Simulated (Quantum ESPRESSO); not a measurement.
# InP (F-43m) in Quantum ESPRESSO: notebook

The runs below take InP through single point, equation of state, with N12.

Program: Quantum ESPRESSO 7.5. These are calculated values, not measurements. Logs are shortened: lines on timing, memory, paths and dates and some standing lists are left out, and cuts for length are marked.

**What was measured.**

From a printed reference work, data compilation, for a bulk crystal of InP: bulk modulus 71 GPa.

The results are compared with them further down.

## (1) The structure

The structure is cubic, space group F-43m (No. 216). The conventional cell has a = 5.861 Å, b = 5.861 Å, c = 5.861 Å, α = 90.00°, β = 90.00°, γ = 90.00°. In (site symmetry -43m) has 4 P at 2.54 Å as nearest neighbours. Around P (site symmetry -43m) lie 4 In at 2.54 Å.

## (2) Single point, N12, 23.66 Å³/atom

Contents of pw.in:

```
&CONTROL
  calculation = 'scf'
  prefix = 'pwscf'
  outdir = './tmp'
  pseudo_dir = './pseudo'
  tprnfor = .true.
  tstress = .true.
  disk_io = 'nowf'
/
&SYSTEM
  ibrav = 0
  nat = 2
  ntyp = 2
  ecutwfc = 70
  nbnd = 15
  input_dft = 'XC-000I-000I-082L-080L-000I-000I'
  occupations = 'smearing'
  smearing = 'fd'
  degauss = 0.00367493
/
&ELECTRONS
  conv_thr = 4d-10
  electron_maxstep = 120
  mixing_beta = 0.5
/
ATOMIC_SPECIES
In   114.8180 In.upf
P     30.9738 P.upf
CELL_PARAMETERS angstrom
   0.0000000000    2.8706770916    2.8706770916
   2.8706770916    0.0000000000    2.8706770916
   2.8706770916    2.8706770916    0.0000000000
ATOMIC_POSITIONS crystal
In     0.0000000000    0.0000000000    0.0000000000
P      0.7500000000    0.7500000000    0.7500000000
K_POINTS automatic
8 8 8 0 0 0
```

Potentials or basis: PseudoDojo 0.4.1 SR PBE standard.

Command:

```console
$ OMP_NUM_THREADS=1 pw.x -in pw.in > pw.out
```

pw.out:

```text
This program is part of the open-source Quantum ESPRESSO suite
     for quantum simulation of materials; please cite
         "P. Giannozzi et al., J. Phys.:Condens. Matter 21 395502 (2009);
         "P. Giannozzi et al., J. Phys.:Condens. Matter 29 465901 (2017);
         "P. Giannozzi et al., J. Chem. Phys. 152 154105 (2020);
     in publications or presentations arising from this work. More details at

     IMPORTANT: XC functional enforced from input :
     Exchange-correlation= XC-000I-000I-082L-080L-000I-000I
                           (   0   0  82  80   0   0   0)
     Any further DFT definition will be discarded
     Please, verify this is what you really want

     Message from routine setup:
     using ibrav=0 with symmetry is DISCOURAGED, use correct ibrav instead

     G-vector sticks info
     --------------------
     sticks:   dense  smooth     PW     G-vecs:    dense   smooth      PW
     Sum        1135    1135    337                25125    25125    4015

     Using Slab Decomposition

     bravais-lattice index     =            0
     lattice parameter (alat)  =       7.6718  a.u.
     unit-cell volume          =     319.2858 (a.u.)^3
     number of atoms/cell      =            2
     number of atomic types    =            2
     number of electrons       =        18.00
     number of Kohn-Sham states=           15
     kinetic-energy cutoff     =      70.0000  Ry
     charge density cutoff     =     280.0000  Ry
     scf convergence threshold =      4.0E-10
     mixing beta               =       0.5000
     number of iterations used =            8  plain     mixing
     Exchange-correlation= XC-000I-000I-082L-080L-000I-000I
                           (   0   0  82  80   0   0   0)

     celldm(1)=   7.671817  celldm(2)=   0.000000  celldm(3)=   0.000000
     celldm(4)=   0.000000  celldm(5)=   0.000000  celldm(6)=   0.000000

     crystal axes: (cart. coord. in units of alat)
               a(1) = (   0.000000   0.707107   0.707107 )
               a(2) = (   0.707107   0.000000   0.707107 )
               a(3) = (   0.707107   0.707107   0.000000 )

     reciprocal axes: (cart. coord. in units 2 pi/alat)
               b(1) = ( -0.707107  0.707107  0.707107 )
               b(2) = (  0.707107 -0.707107  0.707107 )
               b(3) = (  0.707107  0.707107 -0.707107 )

     PseudoPot. # 1 for In read from file:
     In.upf
     Pseudo is Norm-conserving + core correction, Zval = 13.0
     Generated using ONCVPSP code by D. R. Hamann
     Using radial grid of 1964 points,  6 beta functions with:
                l(1) =   0
                l(2) =   0
                l(3) =   1
                l(4) =   1
                l(5) =   2
                l(6) =   2

     PseudoPot. # 2 for P  read from file:
     P.upf
     Pseudo is Norm-conserving + core correction, Zval =  5.0
     Generated using ONCVPSP code by D. R. Hamann
     Using radial grid of 1298 points,  6 beta functions with:
                l(1) =   0
                l(2) =   0
                l(3) =   1
                l(4) =   1
                l(5) =   2
                l(6) =   2

     atomic species   valence    mass     pseudopotential
     In               13.00   114.81800     In( 1.00)
     P                 5.00    30.97380     P ( 1.00)

     24 Sym. Ops. (no inversion) found

   Cartesian axes

     site n.     atom                  positions (alat units)
         1        In     tau(   1) = (   0.0000000   0.0000000   0.0000000  )
         2        P      tau(   2) = (   1.0606602   1.0606602   1.0606602  )

     number of k points=    29  Fermi-Dirac smearing, width (Ry)=  0.0037
                       cart. coord. in units 2pi/alat
        k(    1) = (   0.0000000   0.0000000   0.0000000), wk =   0.0039062
        k(    2) = (   0.0883883   0.0883883  -0.0883883), wk =   0.0312500
        k(    3) = (   0.1767767   0.1767767  -0.1767767), wk =   0.0312500
        k(    4) = (   0.2651650   0.2651650  -0.2651650), wk =   0.0312500
        k(    5) = (  -0.3535534  -0.3535534   0.3535534), wk =   0.0156250
        k(    6) = (   0.1767767   0.0000000   0.0000000), wk =   0.0234375
[... 21 lines left out ...]
        k(   28) = (  -0.7071068   0.1767767  -0.0000000), wk =   0.0468750
        k(   29) = (  -0.7071068   0.3535534   0.0000000), wk =   0.0234375

     Dense  grid:    25125 G-vectors     FFT dimensions: (  45,  45,  45)

     WARNING: libxc functional with ID   82 depends
      on external parameters: check the user_guide of
      QE if you need to modify them or to check their
      default values.

     WARNING: libxc functional with ID   80 depends
      on external parameters: check the user_guide of
      QE if you need to modify them or to check their
      default values.

     Initial potential from superposition of free atoms

     starting charge      17.9960, renormalised to      18.0000
     Starting wfcs are   13 randomized atomic wfcs +    2 random wfcs

     Self-consistent Calculation

     iteration #  1     ecut=    70.00 Ry     beta= 0.50
     Davidson diagonalization with overlap
     ethr =  1.00E-02,  avg # of iterations =  6.7

     Threshold (ethr) on eigenvalues was too large:
     Diagonalizing with lowered threshold

     Davidson diagonalization with overlap
     ethr =  5.42E-04,  avg # of iterations =  2.2

     total energy              =    -147.64284185 Ry
     estimated scf accuracy    <       0.09514601 Ry

     iteration #  2     ecut=    70.00 Ry     beta= 0.50
     Davidson diagonalization with overlap
     ethr =  5.29E-04,  avg # of iterations =  2.2
[... 32 lines left out ...]
     iteration #  7     ecut=    70.00 Ry     beta= 0.50
     Davidson diagonalization with overlap
     ethr =  1.19E-09,  avg # of iterations =  4.0

     total energy              =    -147.66182479 Ry
     estimated scf accuracy    <       0.00000002 Ry

     iteration #  8     ecut=    70.00 Ry     beta= 0.50
     Davidson diagonalization with overlap
     c_bands:  1 eigenvalues not converged
     ethr =  1.08E-10,  avg # of iterations =  3.8

     total energy              =    -147.66182511 Ry
     estimated scf accuracy    <          1.7E-09 Ry

     iteration #  9     ecut=    70.00 Ry     beta= 0.50
     Davidson diagonalization with overlap
     ethr =  9.48E-12,  avg # of iterations =  3.2

     total energy              =    -147.66182521 Ry
     estimated scf accuracy    <          9.4E-10 Ry

     iteration # 10     ecut=    70.00 Ry     beta= 0.50
     Davidson diagonalization with overlap
     ethr =  5.24E-12,  avg # of iterations =  3.5

     End of self-consistent calculation

          k = 0.0000 0.0000 0.0000 (  3143 PWs)   bands (ev):

    -6.7007  -6.7007  -6.7007  -6.5340  -6.5340  -3.8759   8.0644   8.0644
     8.0644   9.0996  12.1735  12.1735  12.1735  16.9133  17.6156

          k = 0.0884 0.0884-0.0884 (  3164 PWs)   bands (ev):

    -6.7203  -6.6922  -6.6922  -6.5339  -6.5339  -3.6844   6.5162   7.8599
     7.8599   9.9690  12.3900  12.4723  12.4723  16.9943  16.9943

          k = 0.1768 0.1768-0.1768 (  3167 PWs)   bands (ev):
[... 6 lines left out ...]
    -6.8077  -6.6611  -6.6611  -6.5224  -6.5224  -2.4119   2.7713   7.1295
     7.1295   9.8024  12.9841  12.9841  14.9957  17.2651  17.7518

          k =-0.3536-0.3536 0.3536 (  3142 PWs)   bands (ev):

    -6.8246  -6.6572  -6.6572  -6.5173  -6.5173  -1.9805   1.9999   7.0091
     7.0091   9.7054  12.9302  12.9302  15.3924  17.8957  18.8828

          k = 0.1768 0.0000 0.0000 (  3163 PWs)   bands (ev):

    -6.7356  -6.6839  -6.6839  -6.5409  -6.5280  -3.6213   6.5469   7.4990
     7.4990  10.5277  11.5188  12.9640  12.9640  15.9855  17.7580

          k = 0.2652 0.0884-0.0884 (  3161 PWs)   bands (ev):

    -6.7722  -6.6684  -6.6648  -6.5457  -6.5221  -3.1984   5.0132   7.0450
     7.0783  10.8779  11.7119  13.5457  13.6051  15.7600  17.6591

          k = 0.3536 0.1768-0.1768 (  3146 PWs)   bands (ev):
[... 11 lines left out ...]
    -6.8215  -6.6533  -6.6491  -6.5256  -6.5222  -2.0627   2.4401   6.0163
     6.9790  10.5987  12.7129  13.2940  15.1859  17.4010  17.9443

          k =-0.0884-0.2652 0.2652 (  3152 PWs)   bands (ev):

    -6.7906  -6.6631  -6.6599  -6.5369  -6.5234  -2.7608   3.8362   6.2203
     7.4055  10.7700  12.9335  13.0711  13.7795  16.1747  18.0200

          k = 0.0000-0.1768 0.1768 (  3160 PWs)   bands (ev):

    -6.7500  -6.6825  -6.6747  -6.5387  -6.5282  -3.3769   5.4656   6.8895
     7.8061  10.6443  12.3059  12.6208  13.3568  16.1333  17.1351

          k = 0.3536 0.0000 0.0000 (  3178 PWs)   bands (ev):

    -6.8092  -6.6423  -6.6423  -6.5609  -6.5137  -2.9064   4.6526   6.5351
     6.5351  10.5273  11.3927  14.6256  14.6256  15.2066  18.1542

          k = 0.4419 0.0884-0.0884 (  3156 PWs)   bands (ev):

    -6.8396  -6.6278  -6.6230  -6.5660  -6.5073  -2.3305   3.5047   5.8912
     6.2091  10.5747  11.5489  14.4319  15.1425  16.8994  18.6406

          k =-0.1768-0.5303 0.5303 (  3168 PWs)   bands (ev):

    -6.8499  -6.6305  -6.6160  -6.5564  -6.5090  -1.7005   2.4701   5.1501
     6.1821  10.6645  12.6125  14.4298  14.8973  17.9312  18.9982

          k =-0.0884-0.4419 0.4419 (  3171 PWs)   bands (ev):

    -6.8406  -6.6396  -6.6215  -6.5405  -6.5221  -1.5896   2.3231   4.7562
     6.4609  10.8929  13.1568  14.4447  15.1259  16.9983  17.4556

          k = 0.0000-0.3536 0.3536 (  3150 PWs)   bands (ev):

    -6.8185  -6.6489  -6.6396  -6.5351  -6.5275  -2.1384   3.0864   5.0215
     6.9499  11.2203  13.2659  13.8196  13.8527  16.2824  18.7831

          k = 0.5303-0.0000 0.0000 (  3162 PWs)   bands (ev):

    -6.8729  -6.5993  -6.5993  -6.5835  -6.4993  -1.9012   2.9061   5.8178
     5.8178   9.9458  10.7455  16.5719  16.5719  16.6418  18.6645

          k =-0.0884-0.6187 0.6187 (  3166 PWs)   bands (ev):

    -6.8822  -6.6002  -6.5902  -6.5793  -6.4990  -1.4096   2.2611   5.1913
     5.7289  10.1503  11.0586  16.2229  16.6920  18.1416  19.1034

          k = 0.0000-0.5303 0.5303 (  3180 PWs)   bands (ev):

    -6.8660  -6.6178  -6.5978  -6.5639  -6.5103  -1.2583   2.1502   4.5048
     5.9691  10.4406  12.5983  15.7882  15.8129  16.7484  18.1185

          k =-0.7071 0.0000 0.0000 (  3138 PWs)   bands (ev):

    -6.8973  -6.5934  -6.5809  -6.5809  -6.4933  -1.2489   1.9957   5.5604
     5.5604   9.8048  10.3319  17.7446  18.0720  18.0720  18.9325

          k = 0.3536 0.1768 0.0000 (  3151 PWs)   bands (ev):

    -6.8059  -6.6521  -6.6449  -6.5514  -6.5162  -2.6962   4.0388   5.9221
     6.9096  11.4366  11.7106  13.3807  14.4228  16.0837  18.4573

          k =-0.2652-0.4419 0.6187 (  3156 PWs)   bands (ev):

    -6.8302  -6.6463  -6.6285  -6.5465  -6.5156  -2.0183   2.8333   5.3296
     6.4942  11.4420  12.3556  13.4729  14.9615  16.9360  19.2160

          k =-0.1768-0.3536 0.5303 (  3152 PWs)   bands (ev):
[... 6 lines left out ...]
    -6.8593  -6.6206  -6.6045  -6.5682  -6.5055  -1.7678   2.7465   5.2843
     5.7931  10.9721  11.4994  14.3005  16.5908  17.0400  19.6953

          k =-0.0884-0.4419 0.6187 (  3160 PWs)   bands (ev):

    -6.8586  -6.6289  -6.5988  -6.5583  -6.5129  -1.3294   2.2423   4.7097
     5.6259  11.3119  12.6281  14.0661  15.7588  17.2597  19.5217

          k = 0.0000-0.3536 0.5303 (  3144 PWs)   bands (ev):

    -6.8464  -6.6393  -6.6067  -6.5487  -6.5202  -1.4753   2.3992   4.5787
     5.9563  11.6538  13.0286  13.5089  15.8105  16.5822  18.2591

          k =-0.7071 0.1768-0.0000 (  3176 PWs)   bands (ev):

    -6.8799  -6.6047  -6.5930  -6.5707  -6.5026  -1.2019   2.0707   5.2050
     5.2082  10.7774  11.2306  16.0018  16.0510  18.6181  19.4320

          k =-0.7071 0.3536 0.0000 (  3156 PWs)   bands (ev):

    -6.8590  -6.6319  -6.5929  -6.5556  -6.5165  -1.1534   2.1557   4.8876
     4.9155  12.4323  12.6674  13.8496  14.3157  18.7802  19.5429

     the Fermi energy is     8.6121 ev

!    total energy              =    -147.66182528 Ry
     estimated scf accuracy    <          2.1E-10 Ry
     smearing contrib. (-TS)   =      -0.00000002 Ry
     internal energy E=F+TS    =    -147.66182526 Ry

     The total energy is F=E-TS. E is the sum of the following terms:
     one-electron contribution =     -46.98751160 Ry
     hartree contribution      =      36.16617474 Ry
     xc contribution           =     -45.25037356 Ry
     ewald contribution        =     -91.59011484 Ry

     convergence has been achieved in  10 iterations

     Forces acting on atoms (cartesian axes, Ry/au):

     atom    1 type  1   force =    -0.00000000   -0.00000000    0.00000000
     atom    2 type  2   force =    -0.00000000   -0.00000000    0.00000000

     Total force =     0.000000     Total SCF correction =     0.000000

     Computing stress (Cartesian axis) and pressure

          total   stress  (Ry/bohr**3)                   (kbar)     P=       65.66
   0.00044632   0.00000000   0.00000000           65.66        0.00        0.00
   0.00000000   0.00044632   0.00000000            0.00       65.66        0.00
   0.00000000   0.00000000   0.00044632            0.00        0.00       65.66

=------------------------------------------------------------------------------=
   JOB DONE.
=------------------------------------------------------------------------------=
```

Wall time 33 s (1 thread of Arm Neoverse V1, shared host); peak memory 0.08 GiB.

What came out:

```
Free energy            : -2009.0415 eV
Pressure               : 6.6 GPa
Band gap on the k mesh : 1.04 eV, direct
```

Caveat: the potentials were made for another functional, which shifts forces and pressure; spin-orbit coupling is left out, which moves the levels of the heavy elements.

## (3) Single point, N12, 24.16 Å³/atom

pw.in, as its differences from that of step 2:

```diff
@@ -29,5 +29,5 @@
 CELL_PARAMETERS angstrom
-   0.0000000000    2.8706770916    2.8706770916
-   2.8706770916    0.0000000000    2.8706770916
-   2.8706770916    2.8706770916    0.0000000000
+   0.0000000000    2.8908937935    2.8908937935
+   2.8908937935    0.0000000000    2.8908937935
+   2.8908937935    2.8908937935    0.0000000000
 ATOMIC_POSITIONS crystal
```

Potentials or basis: PseudoDojo 0.4.1 SR PBE standard.

Command:

```console
$ OMP_NUM_THREADS=1 pw.x -in pw.in > pw.out
```

It took 34 s on 1 thread of Arm Neoverse V1, shared host; peak memory 0.08 GiB.

It converged, with:

| Item | Value |
| --- | --- |
| Free energy | -2009.0770 eV |
| Pressure | 4.7 GPa |
| Band gap on the k mesh | 0.92 eV, direct |

Caveat: the potentials were made for another functional, which shifts forces and pressure; spin-orbit coupling is left out, which moves the levels of the heavy elements.

## (4) Single point, N12, 24.66 Å³/atom

pw.in, as its differences from that of step 3:

```diff
@@ -29,5 +29,5 @@
 CELL_PARAMETERS angstrom
-   0.0000000000    2.8908937935    2.8908937935
-   2.8908937935    0.0000000000    2.8908937935
-   2.8908937935    2.8908937935    0.0000000000
+   0.0000000000    2.9108316221    2.9108316221
+   2.9108316221    0.0000000000    2.9108316221
+   2.9108316221    2.9108316221    0.0000000000
 ATOMIC_POSITIONS crystal
```

Command:

```console
$ OMP_NUM_THREADS=1 pw.x -in pw.in > pw.out
```

Wall time 34 s (1 thread of Arm Neoverse V1, shared host); peak memory 0.08 GiB.

It converged, with:

* Free energy: -2009.1013 eV
* Pressure: 3.0 GPa
* Band gap on the k mesh: 0.80 eV, direct

Caveat: the potentials were made for another functional, which shifts forces and pressure; spin-orbit coupling is left out, which moves the levels of the heavy elements.

## (5) Single point, N12, 25.17 Å³/atom

pw.in, as its differences from that of step 4:

```diff
@@ -29,5 +29,5 @@
 CELL_PARAMETERS angstrom
-   0.0000000000    2.9108316221    2.9108316221
-   2.9108316221    0.0000000000    2.9108316221
-   2.9108316221    2.9108316221    0.0000000000
+   0.0000000000    2.9305000000    2.9305000000
+   2.9305000000    0.0000000000    2.9305000000
+   2.9305000000    2.9305000000    0.0000000000
 ATOMIC_POSITIONS crystal
```

Command:

```console
$ OMP_NUM_THREADS=1 pw.x -in pw.in > pw.out
```

It took 34 s on 1 thread of Arm Neoverse V1, shared host; peak memory 0.08 GiB.

The run converged. Its results:

- Free energy: -2009.1153 eV
- Pressure: 1.4 GPa
- Band gap on the k mesh: 0.69 eV, direct

Caveat: the potentials were made for another functional, which shifts forces and pressure; spin-orbit coupling is left out, which moves the levels of the heavy elements.

## (6) Single point, N12, 25.67 Å³/atom

pw.in, as its differences from that of step 5:

```diff
@@ -29,5 +29,5 @@
 CELL_PARAMETERS angstrom
-   0.0000000000    2.9305000000    2.9305000000
-   2.9305000000    0.0000000000    2.9305000000
-   2.9305000000    2.9305000000    0.0000000000
+   0.0000000000    2.9499078504    2.9499078504
+   2.9499078504    0.0000000000    2.9499078504
+   2.9499078504    2.9499078504    0.0000000000
 ATOMIC_POSITIONS crystal
```

Potentials or basis: PseudoDojo 0.4.1 SR PBE standard.

Command:

```console
$ OMP_NUM_THREADS=1 pw.x -in pw.in > pw.out
```

Wall time 37 s (1 thread of Arm Neoverse V1, shared host); peak memory 0.08 GiB.

It converged, with:

```yaml
Free_energy: -2009.1203 eV
Pressure: 0.1 GPa
Band_gap_on_the_k_mesh: 0.57 eV, direct
```

Caveat: the potentials were made for another functional, which shifts forces and pressure; spin-orbit coupling is left out, which moves the levels of the heavy elements.

## (7) Single point, N12, 26.17 Å³/atom

pw.in, as its differences from that of step 6:

```diff
@@ -29,5 +29,5 @@
 CELL_PARAMETERS angstrom
-   0.0000000000    2.9499078504    2.9499078504
-   2.9499078504    0.0000000000    2.9499078504
-   2.9499078504    2.9499078504    0.0000000000
+   0.0000000000    2.9690636329    2.9690636329
+   2.9690636329    0.0000000000    2.9690636329
+   2.9690636329    2.9690636329    0.0000000000
 ATOMIC_POSITIONS crystal
```

Command:

```console
$ OMP_NUM_THREADS=1 pw.x -in pw.in > pw.out
```

Run time: 37 s. Hardware: 1 thread of Arm Neoverse V1, shared host; peak memory 0.08 GiB.

The run converged. Its results:

- Free energy: -2009.1172 eV
- Pressure: -1.2 GPa
- Band gap on the k mesh: 0.46 eV, direct

Caveat: the potentials were made for another functional, which shifts forces and pressure; spin-orbit coupling is left out, which moves the levels of the heavy elements.

## (8) Single point, N12, 26.68 Å³/atom

pw.in, as its differences from that of step 7:

```diff
@@ -29,5 +29,5 @@
 CELL_PARAMETERS angstrom
-   0.0000000000    2.9690636329    2.9690636329
-   2.9690636329    0.0000000000    2.9690636329
-   2.9690636329    2.9690636329    0.0000000000
+   0.0000000000    2.9879753761    2.9879753761
+   2.9879753761    0.0000000000    2.9879753761
+   2.9879753761    2.9879753761    0.0000000000
 ATOMIC_POSITIONS crystal
```

Command:

```console
$ OMP_NUM_THREADS=1 pw.x -in pw.in > pw.out
```

It took 37 s on 1 thread of Arm Neoverse V1, shared host; peak memory 0.08 GiB.

The run converged. Its results:

| Item | Value |
| --- | --- |
| Free energy | -2009.1067 eV |
| Pressure | -2.3 GPa |
| Band gap on the k mesh | 0.36 eV, direct |

Caveat: the potentials were made for another functional, which shifts forces and pressure; spin-orbit coupling is left out, which moves the levels of the heavy elements.

## (9) Equation of state, N12

Potentials or basis: PseudoDojo 0.4.1 SR PBE standard.

No new run: the results of the series are fitted here.

What came out:

| Quantity | Value |
| --- | --- |
| Equilibrium volume | 25.72 Å³/atom |
| Bulk modulus | 65 GPa |
| Pressure derivative of the bulk modulus | 4.6 |

Energy against volume, from the lowest point:
```csv
volume (Å³/atom),energy (meV/atom)
23.657,39.42
24.160,21.64
24.663,9.53
25.167,2.49
25.670,0.00
26.173,1.58
26.677,6.80
```

Caveat: the potentials were made for another functional, which shifts forces and pressure.

## (10) Against experiment

Step 9. A measured bulk modulus of InP is 71 GPa (a printed reference work, data compilation); the calculated 65 GPa misses it by -7.8 %. The fit is for a static lattice scaled at fixed shape and fixed fractional positions.
